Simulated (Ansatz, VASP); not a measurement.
**Pb: VASP beside Ansatz**

Contents of INCAR:

```
  PREC = Accurate
  ENCUT = 520
  EDIFF = 1E-7
  ISMEAR = -1
  SIGMA = 0.05
  LREAL = F
  LASPH = T
  NELM = 60
  ALGO = Fast
  ISIF = 2
  LWAVE = F
  LCHARG = F
  NBANDS = 21
```

The input KPOINTS:

```
regular mesh
0
Gamma
  9 9 5
```

Contents of POSCAR:

```
Pb
1.0
    3.0386068135     -1.7503199600      0.0000000000
    3.0386068135      1.7503199600      0.0000000000
   -2.1154626375      0.0000000000      6.0952248674
Pb
2
Direct
    0.9085084100      0.9085084100      0.7262922000
    0.0914915900      0.0914915900      0.2737078000
```

File input.yaml:

```yaml
crystal:
  lattice:
    - [3.0386068135, -1.75031996, 0.0]
    - [3.0386068135, 1.75031996, 0.0]
    - [-2.1154626375, 0.0, 6.0952248674]
  atoms:
    - { symbol: Pb, position: [0.90850841, 0.90850841, 0.7262922] }
    - { symbol: Pb, position: [0.09149159, 0.09149159, 0.2737078] }
kpoints:
  mp_grid: { grid: [9, 9, 5] }
  band_path:
    path:
      - [0.0, 0.0, 0.0]
      - [-0.5, -0.5, 0.0]
      - [-0.526282425, -0.526282425, 0.1702002292]
      - [-0.5, -0.5, 0.5]
      - [-0.6857609943, -0.3142390057, 0.5]
    npoints: 6
scf:
  occupations: { method: fermi_dirac, width: 0.05 }
hamiltonian:
  xc: lda
  pseudopotentials: { kind: all_electron, lapw: { basis_error: 0.001 } }
output:
  forces: true
  stress: true
  eigenvalues: true
```

Alike in both runs: functional LDA; k mesh 9 × 9 × 5; occupations fermi-dirac, width 0.05 eV; no spin polarisation.

|  | VASP | Ansatz |
| --- | --- | --- |
| version | VASP 6.6.1 | Ansatz 0.2.0 |
| potentials or method | VASP PAW LDA potentials, release 64 (Pb_d) | all-electron LAPW, scalar-relativistic |
| plane-wave cutoff (eV) | 520 | see its input |
| task | single point | band structure |

```tsv
	VASP	Ansatz	Ansatz less VASP
gap on the k mesh at the Fermi level (eV)	none	none	-
pressure (GPa)	-3.1	-3.2	-0.03
largest component of the traceless stress (GPa)	0.09	0.10	+0.003
rms of the force components (eV/Å)	0.099	0.102	+0.0032
```

Atom by atom the forces differ by 0.003 eV/Å (rms over components). A gap of «none» marks a metal or a gap that the smearing closes. Ansatz ran all-electron here, so the differences hold the error of VASP's frozen core and of both bases.

Caveats: spin-orbit coupling is left out, which moves the levels of the heavy elements (Ansatz). Spin-orbit coupling is left out, which matters for the levels of Pb.
